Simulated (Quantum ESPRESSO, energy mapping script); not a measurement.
# MnS (Browneite): energy mapping under PBE+U (3 eV), QE, GBRV, part 2 of 2

Wanted: the magnetic order of MnS (Browneite), its couplings and an estimate of its ordering temperature, by PBE+U (3 eV), QE, GBRV.

PBE with U = 3 eV on Mn d, ortho-atomic projectors; plane waves, U on orthogonalised atomic orbitals unless named otherwise, collinear spin, no spin–orbit coupling.

So far. Step 3 (Order 2: compensated +−, cell A of 4 atoms): The run ends antiferromagnetic, 133.09 meV a magnetic atom below the parallel order of its cell. Step 4 (Parallel start in cell B (4 atoms)): The run ends ferromagnetic. For each magnetic atom its energy differs from the parallel run of the first cell by -0.99 meV, an error that one common reference would have brought in.

## Step 5: Run 4 (compensated +−; cell B, 4 atoms)

Level of this step: PBE with U = 3 eV on Mn d, ortho-atomic projectors, GBRV potentials (Quantum ESPRESSO).

This order reverses 6 of the 12 neighbours at 3.96 Å and 6 of the 6 neighbours at 5.60 Å, counted for an average magnetic atom.

Input file pw.in:

```
&control
  calculation = 'scf'
  prefix = 'pw'
  outdir = './tmp/'
  pseudo_dir = './pseudo/'
  verbosity = 'low'
/
&system
  ibrav = 0
  nat = 4
  ntyp = 3
  ecutwfc = 45
  ecutrho = 360
  nbnd = 33
  occupations = 'smearing'
  smearing = 'fd'
  degauss = 0.00367493
  nspin = 2
  starting_magnetization(1) = 0.3000
  starting_magnetization(2) = -0.3000
/
&electrons
  conv_thr = 1.0e-08
  electron_maxstep = 120
  mixing_beta = 0.3
  mixing_mode = 'plain'
/
ATOMIC_SPECIES
  Mn1 54.9380 Mn.upf
  Mn2 54.9380 Mn.upf
  S 32.0600 S.upf
CELL_PARAMETERS angstrom
  0.00000000 -2.80000000 -2.80000000
  -2.80000000 0.00000000 -2.80000000
  2.80000000 2.80000000 -5.60000000
ATOMIC_POSITIONS crystal
  Mn1 0.50000000 0.50000000 0.50000000
  Mn2 0.00000000 0.00000000 0.00000000
  S 0.12500000 0.12500000 0.62500000
  S 0.62500000 0.62500000 0.12500000
K_POINTS automatic
  6 6 6 0 0 0
HUBBARD {ortho-atomic}
U Mn1-3d 3
U Mn2-3d 3
```

Launch:

```
OMP_NUM_THREADS=1 mpirun -n 4 pw.x -nk 4 -in pw.in > pw.out
```

What it wrote:

```text
[banner, memory and clock lines left out]
Program PWSCF v.7.5 starts
[...]
unit-cell volume          =     592.5578 (a.u.)^3
     number of atoms/cell      =            4
[...]
number of electrons       =        42.00
     number of Kohn-Sham states=           33
     kinetic-energy cutoff     =      45.0000  Ry
     charge density cutoff     =     360.0000  Ry
[...]
The total energy is F=E-TS. E is the sum of the following terms:
     one-electron contribution =    -315.69260008 Ry
     hartree contribution      =     168.76183116 Ry
     xc contribution           =     -70.40530231 Ry
     ewald contribution        =    -253.43760863 Ry
     Hubbard energy            =       0.08117809 Ry
     total magnetization       =     0.00 Bohr mag/cell
     absolute magnetization    =     9.63 Bohr mag/cell
     convergence has been achieved in  12 iterations
[key lines of the parts left out:]
!    total energy              =    -470.69250176 Ry
the Fermi energy is     7.7428 ev
```

Run time: 39 s. Hardware: 4 MPI ranks of Arm Neoverse V1, shared host; peak memory 0.7 GiB; 2.6 min of CPU time.

The run ends antiferromagnetic, 102.46 meV a magnetic atom below the parallel order of its cell.

## Step 6: Order 5: parallel, cell C of 6 atoms

The parallel order again, as the reference for this cell.

Input file pw.in:

```
&control
  calculation = 'scf'
  prefix = 'pw'
  outdir = './tmp/'
  pseudo_dir = './pseudo/'
  verbosity = 'low'
/
&system
  ibrav = 0
  nat = 6
  ntyp = 2
  ecutwfc = 45
  ecutrho = 360
  nbnd = 54
  occupations = 'smearing'
  smearing = 'fd'
  degauss = 0.00367493
  nspin = 2
  starting_magnetization(1) = 0.3000
/
&electrons
  conv_thr = 1.5e-08
  electron_maxstep = 120
  mixing_beta = 0.3
  mixing_mode = 'plain'
/
ATOMIC_SPECIES
  Mn 54.9380 Mn.upf
  S 32.0600 S.upf
CELL_PARAMETERS angstrom
  0.00000000 -2.80000000 -2.80000000
  -5.60000000 0.00000000 0.00000000
  2.80000000 5.60000000 -2.80000000
ATOMIC_POSITIONS crystal
  Mn 0.66666667 0.66666667 0.33333333
  Mn 0.33333333 0.33333333 0.66666667
  Mn 0.00000000 0.00000000 0.00000000
  S 0.16666667 0.41666667 0.33333333
  S 0.83333333 0.08333333 0.66666667
  S 0.50000000 0.75000000 0.00000000
K_POINTS automatic
  6 6 6 0 0 0
HUBBARD {ortho-atomic}
U Mn-3d 3
```

What it wrote:

```text
[banner, memory and clock lines left out]
Program PWSCF v.7.5 starts
[...]
unit-cell volume          =     888.8366 (a.u.)^3
     number of atoms/cell      =            6
[...]
number of electrons       =        63.00
     number of Kohn-Sham states=           54
     kinetic-energy cutoff     =      45.0000  Ry
     charge density cutoff     =     360.0000  Ry
[...]
The total energy is F=E-TS. E is the sum of the following terms:
     one-electron contribution =    -473.40757893 Ry
     hartree contribution      =     253.10222176 Ry
     xc contribution           =    -105.65929294 Ry
     ewald contribution        =    -380.15641294 Ry
     Hubbard energy            =       0.10480997 Ry
     total magnetization       =    15.00 Bohr mag/cell
     absolute magnetization    =    15.00 Bohr mag/cell
     convergence has been achieved in  11 iterations
[key lines of the parts left out:]
!    total energy              =    -706.01625324 Ry
the Fermi energy is     7.7282 ev
```

It took 2.3 min on 4 MPI ranks; peak memory 1.2 GiB.

The run ends ferromagnetic. For each magnetic atom its energy differs from the parallel run of the first cell by -1.41 meV, an error that one common reference would have brought in.

## Step 7: Order 6: uncompensated ++−, cell C of 6 atoms

This order reverses 6.67 of the 12 neighbours at 3.96 Å and 2.67 of the 6 neighbours at 5.60 Å, counted for an average magnetic atom.

pw.in, as its differences from that of step 6:

```diff
@@ -10,6 +10,6 @@
   nat = 6
-  ntyp = 2
+  ntyp = 3
   ecutwfc = 45
   ecutrho = 360
-  nbnd = 54
+  nbnd = 49
   occupations = 'smearing'
@@ -19,2 +19,3 @@
   starting_magnetization(1) = 0.3000
+  starting_magnetization(2) = -0.3000
 /
@@ -27,3 +28,4 @@
 ATOMIC_SPECIES
-  Mn 54.9380 Mn.upf
+  Mn1 54.9380 Mn.upf
+  Mn2 54.9380 Mn.upf
   S 32.0600 S.upf
@@ -34,5 +36,5 @@
 ATOMIC_POSITIONS crystal
-  Mn 0.66666667 0.66666667 0.33333333
-  Mn 0.33333333 0.33333333 0.66666667
-  Mn 0.00000000 0.00000000 0.00000000
+  Mn1 0.66666667 0.66666667 0.33333333
+  Mn1 0.33333333 0.33333333 0.66666667
+  Mn2 0.00000000 0.00000000 0.00000000
   S 0.16666667 0.41666667 0.33333333
@@ -43,2 +45,3 @@
 HUBBARD {ortho-atomic}
-U Mn-3d 3
+U Mn1-3d 3
+U Mn2-3d 3
```

What it wrote:

```text
[banner, memory and clock lines left out]
Program PWSCF v.7.5 starts
[...]
unit-cell volume          =     888.8366 (a.u.)^3
     number of atoms/cell      =            6
[...]
number of electrons       =        63.00
     number of Kohn-Sham states=           49
     kinetic-energy cutoff     =      45.0000  Ry
     charge density cutoff     =     360.0000  Ry
[...]
The total energy is F=E-TS. E is the sum of the following terms:
     one-electron contribution =    -473.55735659 Ry
     hartree contribution      =     253.15057230 Ry
     xc contribution           =    -105.60184219 Ry
     ewald contribution        =    -380.15641294 Ry
     Hubbard energy            =       0.12372587 Ry
     total magnetization       =     5.00 Bohr mag/cell
     absolute magnetization    =    14.39 Bohr mag/cell
     convergence has been achieved in  12 iterations
[key lines of the parts left out:]
!    total energy              =    -706.04131355 Ry
the Fermi energy is     7.5802 ev
```

It took 2.2 min on 4 MPI ranks; peak memory 1.1 GiB; 8.9 min of CPU time.

The run ends ferrimagnetic, 113.66 meV a magnetic atom below the parallel order of its cell.

## Step 8: The fit

Each energy difference is a sum of couplings weighted by the pairs that the order reverses. A few near shells are fitted to the differences by least squares. Energies are those extrapolated to zero occupation width, not the free energies F.

Energies from the parallel order of the same cell:

| order | atoms | energy (meV a magnetic atom) | moments (μB) | moments kept as typed | opposed neighbours at 3.96, 5.60 Å |
| --- | --- | --- | --- | --- | --- |
| parallel in cell A | 4 | 0.00 | 4.33 | yes | 0, 0 |
| compensated +− in cell A | 4 | -133.09 | 4.24 | yes | 8, 0 |
| parallel in cell B | 4 | 0.00 | 4.33 | yes | 0, 0 |
| compensated +− in cell B | 4 | -102.46 | 4.26 | yes | 6, 6 |
| parallel in cell C | 6 | 0.00 | 4.33 | yes | 0, 0 |
| uncompensated ++− in cell C | 6 | -113.66 | 4.21 to 4.27 | yes | 6.67, 2.67 |

Fitted to E = −Σ J e·e over ordered pairs of unit vectors (J > 0 favours parallel moments):

| pair | distance (Å) | neighbours | J (meV) |
| --- | --- | --- | --- |
| Mn–Mn | 3.96 | 12 | -8.35 |
| Mn–Mn | 5.60 | 6 | -0.227 |

Adding the shell at 6.86 Å gives -8.6, -0.22 and 0.15 meV and a mean-field temperature of 272 K, an exact solve that tests nothing.

The script's first fit took in one more shell; these couplings, and the temperatures drawn from them, were computed anew from the same energies.

In mean field these couplings order at 255 K, and give a Curie–Weiss temperature of -786 K.

## Step 9: Monte Carlo

Mean field ignores fluctuations and overstates the ordering temperature, so the model is also sampled. The heat capacity peaks where order sets in.

Classical unit spins with these couplings on 8×8×6 copies of a cell that holds the lowest order (768 spins), heat-bath sweeps, cooled from random directions, 300 sweeps to settle and 900 measured at each temperature.

| T (K) | order along the lowest pattern | net moment | heat capacity (k_B a spin) |
| --- | --- | --- | --- |
| 30.6 | 0.04 | 0.01 | 0.96 |
| 56.9 | 0.05 | 0.01 | 1.12 |
| 83.2 | 0.06 | 0.01 | 1.77 |
| 109 | 0.08 | 0.01 | 1.01 |
| 136 | 0.07 | 0.01 | 0.81 |
| 162 | 0.06 | 0.01 | 0.65 |
| 175 | 0.06 | 0.01 | 0.55 |
| 202 | 0.06 | 0.01 | 0.46 |
| 228 | 0.05 | 0.01 | 0.39 |
| 254 | 0.05 | 0.02 | 0.39 |
| 280 | 0.05 | 0.02 | 0.34 |

The smoothed heat capacity peaks at 80.8 K. The order column follows one pattern alone; equivalent domains or another pattern share the rest.

## Step 10: Beside the first set of runs

The first set of orders, under PBE+U (2 eV), QE, GBRV, took 26 min of CPU time summed over its finished orders (seed run apart), these 26 min.

| quantity | this set | first set |
| --- | --- | --- |
| J at 3.96 Å, meV | -8.35 | -10.8 |
| J at 5.60 Å, meV | -0.227 | -0.320 |
| ordering temperature, mean field, K | 255 | 328 |
| heat-capacity peak, Monte Carlo, K | 80.8 | 105 |

The coupling that led in the first set goes from -10.8 to -8.35 meV.

## Step 11: Results

```yaml
lowest_order_tried: compensated +− in cell A
largest_fitted_value_mn_mn_at_3p96_a: -8.35 meV
ordering_temperature_mean_field: 255 K
heat_capacity_peak_monte_carlo: 80.8 K
```

**Reading.** Of the orders tried, MnS (Browneite) prefers the order “compensated +− in cell A” under PBE+U (3 eV), QE, GBRV, with 8 of 12 neighbours at 3.96 Å and 0 of 6 neighbours at 5.60 Å opposed, and the heat capacity of the fitted model peaks near 81 K (Monte Carlo, classical spins). The model's best pattern is not among the orders that were run. The coupling at 3.96 Å is 0.78 times that of the first set, at 1.0 times the CPU time. The largest fitted coupling is the Mn–Mn pair at 3.96 Å, antiferromagnetic at -8.4 meV, across a ligand at about 109°. The orders also reverse pairs at 6.86 and 7.92 Å, which are not fitted, so the fitted values hold their part too. With 3 differences for 2 couplings the fit misses by 1.1 meV at most, a small part of the spread. Taking in the shell at 6.86 Å as well gives -8.6, -0.22 and 0.15 meV and a mean-field temperature of 272 K. The shorter fit, which has an equation to spare, is the one used. In the fitted orders moments change by up to 2.8 % against the parallel run of the same cell, so their size stays put. Monte Carlo puts the peak at 0.32 of the mean-field temperature, low enough to point to frustration or weakly coupled layers or chains. In tests on simple cubic and body-centred models such peaks lay 5 to 6 % under the bulk value. On cooling, the order along the one computed pattern stays at or under 0.10: the model settles in an equivalent domain, a degenerate mixture or another order. The Curie–Weiss temperature is 9.7 times the peak temperature in size, a mark of frustration. The parallel order holds 5 μB a magnetic atom, spin 2.5; the common factor (S+1)/S would raise the classical 80.8 K to 113 K, a correction that often overshoots.

[Logs and program files are shortened in this print: banners, set-up blocks, solver, clock and traceback lines can be left out without a mark of their own.]

[Logs are printed without paths, hosts, clocks, repeated set-up lines and the standing remarks that a program may print on its own settings, such as how far it seeks lower states.]

[Hosts, paths, dates, database ids (printed as entryN), source tags and the programs' standing remarks are cut or masked in the printed files.]

[Where a cell is said to come from a database of computed structures, the database is the Materials Project.]
